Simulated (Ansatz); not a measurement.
Runs of Ansatz 0.2.0 on HBr. The structure is orthorhombic, space group Fmmm (No. 69). The conventional cell has a = 5.555 Å, b = 5.640 Å, c = 6.063 Å, α = 90.00°, β = 90.00°, γ = 90.00°. Br (site symmetry mmm) has 6 H at 2.78 to 3.03 Å as nearest neighbours. H (site symmetry mmm) is surrounded by 6 Br at 2.78 to 3.03 Å. 

| level | gap on the mesh (eV) | pressure (GPa) | relaxed volume (Å³/atom) |
| --- | --- | --- | --- |
| PBEsol+D4 | 1.10 | 0.0 | 21.50 |
| PBEsol | 1.42 | 0.0 | (a) |
| PBEsol+D3(BJ) | (b) | 0.0 | 20.61 |
| PBEsol+D3(BJ)-ATM | 1.02 | 0.0 | (c) |

Alike in all rows: task relaxation of cell and atoms; potentials or basis Ansatz PAW; no spin polarisation; cell relaxed; k mesh 8 × 8 × 8; cutoff (eV) 420; smearing fermi-dirac 0.05 eV.

Estimate the missing entries.

(a) 24.85; (b) 0.99; (c) 20.86.

Caveats: the plane-wave basis is chosen anew once the cell has moved, so the energies of steps on either side of that aren't comparable; the PAW data sets come from PBE, with cores solved anew for the run's functional, which leaves a small shift of forces and pressure.

A k mesh can miss the band edges, and the runs leave out spin-orbit coupling on Br.
